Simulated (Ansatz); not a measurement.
Cubic perovskite CsPbI3 (cubic high-temperature phase), treated with r²SCAN+rVV10 in Ansatz (PAW).

Numerical settings: plane-wave cutoff 560 eV, 6×6×6 k mesh, Fermi–Dirac smearing 0.01 eV, scalar-relativistic PAW data made under PBE.

The volume scan:

```csv
V (Å³/atom),E − E_lowest (meV/atom),P (GPa)
46.350,11.50,1.322
47.336,4.91,0.829
48.322,1.18,0.391
49.309,0.00,-0.001
50.295,1.10,-0.349
51.281,4.22,-0.660
52.267,9.15,-0.937
```

Question: Estimate the bulk modulus from the pressures at 48.322 and 50.295 Å³/atom, and compare it with a fit to all energies.

Answer: B = −V dP/dV. Between V = 48.322 and 50.295 Å³/atom, dP/dV = (-0.349 − (0.391))/(50.295 − 48.322) = -0.375 GPa per Å³/atom; at the midpoint 49.309 Å³/atom this gives B ≈ 18.5 GPa. The third-order Birch–Murnaghan fit gives V0 = 49.307 Å³/atom, B0 = 18.5 GPa, B′ = 4.7, which lies within 1 % of that estimate.

Note: the relaxation could not lower the start's symmetry, so the cell can be a saddle point above a distorted one.

Spin–orbit coupling is not included; it can shift volumes and moduli of such heavy elements.

Static lattice: no zero-point or thermal effects.

Ansatz is a program for electronic structure.
